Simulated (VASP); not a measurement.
The system is KI.

```
CELL_PARAMETERS angstrom
0.00000 3.53277 3.53277
3.53277 0.00000 3.53277
3.53277 3.53277 0.00000
ATOMIC_POSITIONS crystal
I 0.50000 0.50000 0.50000
K 0.00000 0.00000 0.00000
```

| Quantity | Value |
| --- | --- |
| Program | VASP 6.6.1 |
| Task | relaxation of cell and atoms |
| Functional | RPBE |
| Dispersion | D4 |
| Potentials or basis | VASP PAW PBE potentials, release 64 (I, K_sv) |
| Cutoff | 600 eV |
| k mesh | 7 × 7 × 7 |
| Occupations | fermi-dirac, width 0.05 eV |
| Spin | no spin polarisation |

At the start: pressure 0.6 GPa; volume 44.09 Å³/atom.

Problem. Where does the relaxation end?

Solution. Over 12 steps the energy falls by 4.3 meV/atom and the volume is 46.38 Å³/atom (+5.2 %); space group Fm-3m (No. 225, to 0.05 Å).

The path:
```tsv
step	energy change (eV)	largest force (eV/Å)	pressure (GPa)	volume (Å³)
1	0.0000	0.0000	0.61	88.18
2	-0.0061	0.0000	0.31	90.34
3	-0.0283	0.0000	53.41	93.52
4	-0.1203	0.0000	-0.85	100.11
5	-0.1216	0.0000	-0.84	99.86
6	-0.1358	0.0000	-0.58	96.66
7	-0.1409	0.0000	-0.44	95.08
8	-0.1428	0.0000	-0.36	94.30
9	-0.1433	0.0000	0.92	93.91
10	-0.1431	0.0000	-0.34	94.17
11	-0.1434	0.0000	-0.24	94.04
12	-0.0086	0.0000	0.02	92.75
```

Final structure:
```
I K
1.0
     0.00000    3.59279    3.59279
     3.59279    0.00000    3.59279
     3.59279    3.59279    0.00000
I K
1 1
Direct
  0.50000 0.50000 0.50000
  0.00000 0.00000 0.00000
```

Caveat: the PAW data sets were made with another functional, which shifts forces and pressure a little.
